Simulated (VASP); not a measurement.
A run of VASP 6.6.1:

Contents of INCAR:

```
SYSTEM = CO2
PREC = Accurate
ENCUT = 520
EDIFF = 1E-5
ISMEAR = -1
SIGMA = 0.02
LREAL = Auto
LASPH = .True.
NELM = 100
ALGO = Fast
ISIF = 2
LWAVE = .False.
LCHARG = .False.
GGA = PE
IVDW = 12
NBANDS = 82
IBRION = 0
NSW = 40
POTIM = 1.0
TEBEG = 1500.0
TEEND = 1500.0
ISYM = 0
NELMIN = 4
RANDOM_SEED = 180268 0 0
MDALGO = 3
LANGEVIN_GAMMA = 20 20
```

KPOINTS

```
regular mesh
0
Gamma
  1 1 1
  0 0 0
```

Contents of POSCAR:

```
CO2
1.0
    7.8035490000      0.0000000000      0.0000000000
    0.0000000000      7.8035490000      0.0000000000
    0.0000000000      0.0000000000      7.8035490000
C O
8 16
Direct
    0.7955738500      0.2801141600      0.4661083800
    0.7325883000      0.6773717800      0.7955418400
    0.6098065600      0.7356947400      0.2942148100
    0.0471411400      0.3355113700      0.9238718900
    0.1406397600      0.8587990700      1.0155719200
    0.3335782700      0.3835236200      0.4486909000
    1.0574281200      0.8970494700      0.4527319800
    0.5814181000      0.2640407200     -0.0590331400
    0.8768731300      0.3884974300      0.5075291700
    0.6895277900      0.2052707500      0.3916985300
    0.8638255800      0.6593933300      0.8622076700
    0.5930642800      0.6798413500      0.7234224800
    0.5808342700      0.8600215500      0.3776550900
    0.6471874400      0.6025713100      0.2138492800
    0.1015608900      0.4212620300      1.0325942200
    0.0089266900      0.2574057000      0.7921812500
    0.0494620200      0.9528090800      1.0773055200
    0.2372658000      0.7728331600      0.9491071200
    0.2846208700      0.5320089000      0.4288004100
    0.3884252600      0.2470740300      0.4750284100
    0.9533367400      0.8268140900      0.3748975900
    1.1528571500      0.9913262500      0.5061577900
    0.6489345300      0.1654201800     -0.1515372800
    0.4888737900      0.3395315900      0.0254313000
```

Potentials or basis: VASP PAW PBE potentials, release 64 (C, O).

Run with:

```console
$ cat potpaw_PBE.64/C/POTCAR potpaw_PBE.64/O/POTCAR > POTCAR
$ mpirun -np 1 vasp_gam > vasp.out
```

Hardware: 1 thread of Intel(R) Xeon(R) Platinum 8175M CPU @ 2.50GHz (Skylake/Cascade Lake), with other jobs on the host.

**Question.** How long does it take, and how much memory?

**Answer.** Wall time 43 min on 1 thread of Intel(R) Xeon(R) Platinum 8175M CPU @ 2.50GHz (Skylake/Cascade Lake) (shared host), peak memory 0.55 GiB. Counts: scf iterations 290, k points 1, ion steps 40.
